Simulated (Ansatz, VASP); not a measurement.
**MgS in VASP and in Ansatz**

```
Mg S
1.0
     0.00000    2.83000    2.83000
     2.83000    0.00000    2.83000
     2.83000    2.83000    0.00000
Mg S
1 1
Direct
  0.00000 0.00000 0.00000
  0.25000 0.25000 0.25000
```

The cell was built by a generator and needn't be a form met in nature.

Alike in both runs: task relaxation of cell and atoms; functional LDA; k mesh 8 × 8 × 8; occupations gaussian, width 0.02 eV; no spin polarisation.

|  | VASP | Ansatz |
| --- | --- | --- |
| version | VASP 6.6.1 | Ansatz 0.2.0 |
| potentials or method | VASP PAW LDA potentials, release 64 (Mg, S) | scalar-relativistic, plane waves, PAW |
| plane-wave cutoff (eV) | 600 | 420 |
| valence electrons in the cell | 8 | 16 |

Ansatz gave:

| Property | Result |
| --- | --- |
| gap on the k mesh at the Fermi level, each at its own relaxed structure (eV) | 3.36 |
| relaxed volume (Å³/atom) | 21.88 |
| relaxed cell length with the largest relative difference (Å) | 3.955 |
| energy change over the relaxation (meV/atom) | -5 |

Task: Which values does VASP return?

Result: gap on the k mesh at the Fermi level, each at its own relaxed structure (eV): 3.40; relaxed volume (Å³/atom): 21.77; relaxed cell length with the largest relative difference (Å): 3.949; energy change over the relaxation (meV/atom): -7.

The two sets of potentials don't hold the same shells in valence. Ansatz warned: «pseudo_functional_mismatch».

A k mesh can miss the band edges.
